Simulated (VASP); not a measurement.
# Ga3Sb (I4/mmm) in VASP: single point with r2SCAN

Aim: the single point of Ga3Sb with r2SCAN.

Program: VASP 6.6.1. These are calculated values, not measurements. Logs are shortened: lines on timing, memory, paths and dates and some standing lists are left out, and cuts for length are marked.

**1. Starting point**

Symmetry: I4/mmm, No. 139, tetragonal system. Conventional cell: a = 4.008 Å, b = 4.008 Å, c = 11.417 Å, α = 90.00°, β = 90.00°, γ = 90.00°. Ga (site symmetry 4mm) has 5 Ga at 2.83 to 2.86 Å and 1 Sb at 2.84 Å as nearest neighbours. Ga (site symmetry 4/mmm) has 4 Sb at 2.83 Å and 2 Ga at 2.86 Å as nearest neighbours. Around Sb (site symmetry 4/mmm) lie 6 Ga at 2.83 to 2.84 Å.

The cell was built by a generator and needn't be a form met in nature.

**2. Single point, r2SCAN**

INCAR reads:

```
PREC = Accurate
ENCUT = 520
EDIFF = 1E-6
ISMEAR = 0
SIGMA = 0.1
LREAL = False
LASPH = True
NELM = 150
ALGO = Normal
ISIF = 2
LWAVE = False
LCHARG = False
METAGGA = R2SCAN
LMIXTAU = True
NBANDS = 30
KPAR = 8
```

KPOINTS reads:

```
regular mesh
0
Gamma
  12 12 12
```

POSCAR reads:

```
Ga3Sb
1.0
   -2.0041000000      2.0041000000      5.7086200000
    2.0041000000     -2.0041000000      5.7086200000
    2.0041000000      2.0041000000     -5.7086200000
Ga Sb
3 1
Direct
    0.2508780000      0.2508780000      0.0000000000
    0.7491220000      0.7491220000      0.0000000000
    0.0000000000      0.0000000000      0.0000000000
    0.5000000000      0.5000000000      0.0000000000
```

Potentials or basis: VASP PAW PBE potentials, release 64 (Ga_d, Sb).

Started as:

```
cat potpaw_PBE.64/Ga_d/POTCAR potpaw_PBE.64/Sb/POTCAR > POTCAR
mpirun -np 8 vasp_std > vasp.out
```

OUTCAR:

```text
PREC = Accurate
   ENCUT = 520
   EDIFF = 1E-6
   ISMEAR = 0
   LREAL = False
   LASPH = True
   NELM = 150
   ISIF = 2
   METAGGA = R2SCAN

 ion  position               nearest neighbor table
   1  0.251  0.251  0.000-   2 2.83   2 2.83   2 2.83   2 2.83   4 2.84   3 2.86
   2  0.749  0.749  0.000-   1 2.83   1 2.83   1 2.83   1 2.83   4 2.84   3 2.86
   3  0.000  0.000  0.000-   4 2.83   4 2.83   4 2.83   4 2.83   2 2.86   1 2.86
   4  0.500  0.500  0.000-   3 2.83   3 2.83   3 2.83   3 2.83   2 2.84   1 2.84

  LATTYP: Found a body centered tetragonal cell.
 ALAT       =     4.0082000000
 C/A-ratio  =     2.8484706352

  Lattice vectors:

 A1 = (  -2.0041000000,   2.0041000000,   5.7086200000)
 A2 = (   2.0041000000,  -2.0041000000,   5.7086200000)
 A3 = (   2.0041000000,   2.0041000000,  -5.7086200000)

Analysis of symmetry for initial positions (statically):
=====================================================================
 Subroutine PRICEL returns:
 Original cell was already a primitive cell.

 Routine SETGRP: Setting up the symmetry group for a
 body centered tetragonal supercell.

 Subroutine GETGRP returns: Found 16 space group operations
 (whereof 16 operations were pure point group operations)
 out of a pool of 16 trial point group operations.

The static configuration has the point symmetry D_4h.

Analysis of symmetry for dynamics (positions and initial velocities):
=====================================================================
 Subroutine PRICEL returns:
 Original cell was already a primitive cell.

 Routine SETGRP: Setting up the symmetry group for a
 body centered tetragonal supercell.

 Subroutine GETGRP returns: Found 16 space group operations
 (whereof 16 operations were pure point group operations)
 out of a pool of 16 trial point group operations.

The dynamic configuration has the point symmetry D_4h.

 Subroutine INISYM returns: Found 16 space group operations
 (whereof 16 operations are pure point group operations),
 and found     1 'primitive' translations

----------------------------------------------------------------------------------------

                                     Primitive cell

  volume of cell :      91.7128

  direct lattice vectors                    reciprocal lattice vectors
    -2.004100000  2.004100000  5.708620000     0.000000000  0.249488548  0.087586842
     2.004100000 -2.004100000  5.708620000     0.249488548  0.000000000  0.087586842
     2.004100000  2.004100000 -5.708620000     0.249488548  0.249488548  0.000000000

  length of vectors
     6.373474400  6.373474400  6.373474400     0.264416321  0.264416321  0.352830089

  position of ions in fractional coordinates (direct lattice)
     0.250878000  0.250878000  0.000000000
     0.749122000  0.749122000  0.000000000
     0.000000000  0.000000000  0.000000000
     0.500000000  0.500000000  0.000000000

  ion indices of the primitive-cell ions
   primitive index   ion index
                 1           1
                 2           2
                 3           3
                 4           4

----------------------------------------------------------------------------------------

 KPOINTS: regular mesh

Automatic generation of k-mesh.
 Grid dimensions read from file:
 generate k-points for:   12   12   12

 Generating k-lattice:

  Cartesian coordinates                     Fractional coordinates (reciprocal lattice)
     0.000000000  0.020790712  0.007298904     0.083333333  0.000000000 -0.000000000
     0.020790712  0.000000000  0.007298904     0.000000000  0.083333333 -0.000000000
     0.020790712  0.020790712  0.000000000     0.000000000  0.000000000  0.083333333

  Length of vectors
     0.022034693  0.022034693  0.029402507

  Shift w.r.t. Gamma in fractional coordinates (k-lattice)
     0.000000000  0.000000000  0.000000000

 Subroutine IBZKPT returns following result:
 ===========================================

 Found    163 irreducible k-points:

 Following reciprocal coordinates:
            Coordinates               Weight
  0.000000  0.000000  0.000000      1.000000
  0.083333  0.000000  0.000000      8.000000
  0.166667 -0.000000  0.000000      8.000000
  0.250000  0.000000  0.000000      8.000000
  0.333333  0.000000 -0.000000      8.000000
  0.416667  0.000000 -0.000000      8.000000
[... 16 lines left out ...]
  0.500000  0.166667  0.000000     16.000000
 -0.416667  0.166667  0.000000     16.000000
 [... further k-points ...]
   k-points           NKPTS =    163   k-points in BZ     NKDIM =    163   number of bands    NBANDS=     30
   number of dos      NEDOS =    301   number of ions     NIONS =      4
   total plane-waves  NPLWV = 110592
   dimension x,y,z NGX =    48 NGY =   48 NGZ =   48
   dimension x,y,z NGXF=    96 NGYF=   96 NGZF=   96
   ions per type =               3   1
   NGX,Y,Z   is equivalent  to a cutoff of  12.52, 12.52, 12.52 a.u.
   NGXF,Y,Z  is equivalent  to a cutoff of  25.04, 25.04, 25.04 a.u.
 SYSTEM =  unknown system
   PREC   = accura    normal or accurate (medium, high low for compatibility)
   ISTART =      0    job   : 0-new  1-cont  2-samecut
   ICHARG =      2    charge: 1-file 2-atom 10-const
   ISPIN  =      1    spin polarized calculation?
   LNONCOLLINEAR =      F non collinear calculations
   LSORBIT =      F    spin-orbit coupling
   LASPH  =      T    aspherical Exc in radial PAW
   ENCUT  =  520.0 eV  38.22 Ry    6.18 a.u.  11.85 11.85 11.85*2*pi/ulx,y,z
   NELM   =    150;   NELMIN=  2; NELMDL= -5     # of ELM steps
   EDIFF  = 0.1E-05   stopping-criterion for ELM
   LREAL  =      F    real-space projection
   EDIFFG = 0.1E-04   stopping-criterion for IOM
   NSW    =      0    number of steps for IOM
   IBRION =     -1    ionic relax: 0-MD 1-quasi-New 2-CG
   NFREE  =      0    steps in history (QN), initial steepest desc. (CG)
   ISIF   =      2    stress and relaxation
   ISYM   =      2    0-nonsym 1-usesym 2-fastsym
   POTIM  = 0.5000    time-step for ionic-motion
   TEBEG  =    0.0;   TEEND  =   0.0 temperature during run
   PSTRESS=    0.0 pullay stress
   NELECT =      44.0000    total number of electrons
   NUPDOWN=      -1.0000    fix difference up-down
   EMIN   =  10.00;   EMAX   =-10.00  energy-range for DOS
   EFERMI =   0.00;   METHOD = LEGACY
   ISMEAR =     0;   SIGMA  =   0.10  broadening in eV -4-tet -1-fermi 0-gaus
   EFERMI_NEDOS =   21; number of points for ismear=-14 and -15
   IALGO  =     38    algorithm
   IMIX   =      4    mixing-type and parameters
     AMIX     =   0.40;   BMIX     =  1.00
     AMIX_MAG =   1.60;   BMIX_MAG =  1.00
  volume/ion in A,a.u.               =      22.93       154.73
  Fermi-wavevector in a.u.,A,eV,Ry     =   1.281590  2.421854 22.347199  1.642473
  Thomas-Fermi vector in A             =   2.413951
   LORBIT       =      0    0 simple, 1 ext, 2 COOP (PROOUT), +10 PAW based schemes
   METAGGA = R2SCAN    functional components
   LHFCALC =     F    Hartree Fock is set to
   AEXX    =    0.0000 exact exchange contribution
   IVDW    =     0    specifies the selected vdW correction
   LEPSILON=     F    determine dielectric tensor
   LRPA    =     F    only Hartree local field effects (RPA)
 non-spin polarized calculation
 Gauss-broadening in eV      SIGMA  =   0.10
  energy-cutoff  :      520.00
  volume of cell :       91.71
 maximum number of plane-waves:      2514
   NGX = 23   NGY = 23   NGZ = 23

 number of electron      44.0000014 magnetization

 Free energy of the ion-electron system (eV)
  ---------------------------------------------------
  ext. energy  EPLUGINS =         0.00000000
  ---------------------------------------------------
  free energy    TOTEN  =       -59.56348820 eV

  energy without entropy =      -59.55700453  energy(sigma->0) =      -59.56024636

 E-fermi :   5.3110     XC(G=0): -11.0275

 val. band max:        5.2801662011   @ k =  -0.0833   0.5000   0.0833
 cond. band min:       5.3256723573   @ k =   0.2500   0.2500   0.1667
 fundamental gap:      0.0455061562
 Fermi energy:         5.3109561333

 k-point     1 :       0.0000    0.0000    0.0000
  band No.  band energies     occupation
      1     -10.2781      2.00000
      2     -10.2673      2.00000
      3     -10.1652      2.00000
      4     -10.1307      2.00000
      5     -10.1286      2.00000
      6     -10.1286      2.00000
[... 22 lines left out ...]
     29      12.7809      0.00000
     30      13.1526      0.00000

 k-point     2 :       0.0833    0.0000    0.0000
  band No.  band energies     occupation
      1     -10.2708      2.00000
      2     -10.2655      2.00000
      3     -10.1598      2.00000
      4     -10.1329      2.00000
      5     -10.1304      2.00000
      6     -10.1295      2.00000
[... 22 lines left out ...]
     29      12.3485      0.00000
     30      12.7865      0.00000

 k-point     3 :       0.1667   -0.0000    0.0000
  band No.  band energies     occupation
      1     -10.2608      2.00000
      2     -10.2492      2.00000
      3     -10.1445      2.00000
      4     -10.1388      2.00000
      5     -10.1342      2.00000
      6     -10.1314      2.00000
[... 22 lines left out ...]
     29      12.2183      0.00000
     30      12.4557      0.00000

 k-point     4 :       0.2500    0.0000    0.0000
  band No.  band energies     occupation
      1     -10.2546      2.00000
      2     -10.2144      2.00000
      3     -10.1463      2.00000
      4     -10.1415      2.00000
      5     -10.1334      2.00000
      6     -10.1192      2.00000
[... 616 lines left out ...]
     29      11.9914      0.00000
     30      12.9483      0.00000

 k-point    23 :       0.5000    0.1667    0.0000
  band No.  band energies     occupation
      1     -10.2439      2.00000
      2     -10.1782      2.00000
      3     -10.1551      2.00000
      4     -10.1425      2.00000
      5     -10.1225      2.00000
      6     -10.0981      2.00000
[... 22 lines left out ...]
     29      12.3447      0.00000
     30      12.7719      0.00000

 k-point    24 :      -0.4167    0.1667    0.0000
  band No.  band energies     occupation
      1     -10.2474      2.00000
      2     -10.1758      2.00000
      3     -10.1523      2.00000
      4     -10.1410      2.00000
      5     -10.1349      2.00000
      6     -10.0971      2.00000
[... 22 lines left out ...]
     29      11.8861      0.00000
     30      12.9179      0.00000

 [... further k-points ...]

------------------------ aborting loop because EDIFF is reached ----------------------------------------

  FORCE on cell =-STRESS in cart. coord.  units (eV):
  Direction    XX          YY          ZZ          XY          YZ          ZX
  --------------------------------------------------------------------------------------
  -------------------------------------------------------------------------------------
  Total       -1.1866667     -1.1866667     -1.2198088      0.0000000      0.0000000      0.0000000
  in kB      -20.7304844    -20.7304844    -21.3094605      0.0000000      0.0000000      0.0000000
  external PRESSURE =     -20.9234764 kB  Pullay stress =       0.0000000 kB

 VOLUME and BASIS-vectors are now :
 -----------------------------------------------------------------------------
  energy-cutoff  :      520.00
  volume of cell :       91.71
      direct lattice vectors                 reciprocal lattice vectors
    -2.004100000  2.004100000  5.708620000     0.000000000  0.249488548  0.087586842
     2.004100000 -2.004100000  5.708620000     0.249488548  0.000000000  0.087586842
     2.004100000  2.004100000 -5.708620000     0.249488548  0.249488548  0.000000000

 POSITION                                       TOTAL-FORCE (eV/Angst)
 -----------------------------------------------------------------------------------
      0.00000      0.00000      2.86433         0.000000      0.000000      0.095754
      0.00000      0.00000      8.55291         0.000000      0.000000     -0.095754
      0.00000      0.00000      0.00000        -0.000000     -0.000000     -0.000000
      0.00000      0.00000      5.70862        -0.000000     -0.000000      0.000000
 -----------------------------------------------------------------------------------
    total drift:                               -0.000000      0.000000      0.000000

  FREE ENERGIE OF THE ION-ELECTRON SYSTEM (eV)
  ---------------------------------------------------
  free  energy   TOTEN  =       -59.5634881990 eV

  energy  without entropy=      -59.5570045270  energy(sigma->0) =      -59.56024636
```

Wall time 6.4 min (8 MPI ranks of Intel Xeon Platinum 8559C (Emerald Rapids), shared host); peak memory 0.63 GiB.

Results:

```
Free energy            : -59.5635 eV
Pressure               : -2.1 GPa
Largest force          : 0.096 eV/Å
Band gap on the k mesh : none (metal or under the smearing width)
```

Forces in eV/Å, atoms in the order of the input:
```
Ga   0.000  0.000  0.096
Ga   0.000  0.000 -0.096
Ga   0.000  0.000  0.000
Sb   0.000  0.000  0.000
```

Levels at points of the mesh, in eV from the Fermi level:
| k point | band 19 | band 20 | band 21 | band 22 | band 23 | band 24 | band 25 | band 26 |
| --- | --- | --- | --- | --- | --- | --- | --- | --- |
| (0.00, 0.00, 0.00) | -2.62 | -1.54 | -1.54 | -1.44 | 0.32 | 0.32 | 4.52 | 5.41 |
| (0.50, 0.00, 0.00) | -6.10 | -1.22 | -0.13 | 0.32 | 1.90 | 2.24 | 2.54 | 3.62 |
| (0.50, 0.50, 0.00) | -4.97 | -4.44 | -3.05 | -2.80 | -1.77 | -1.54 | 3.58 | 3.86 |
| (0.50, 0.50, 0.50) | -2.02 | -2.02 | -0.46 | 0.67 | 1.45 | 1.45 | 1.76 | 1.85 |

Caveat: the PAW data sets were made with another functional, which shifts forces and pressure a little. Spin-orbit coupling is left out, which matters for the levels of Sb.
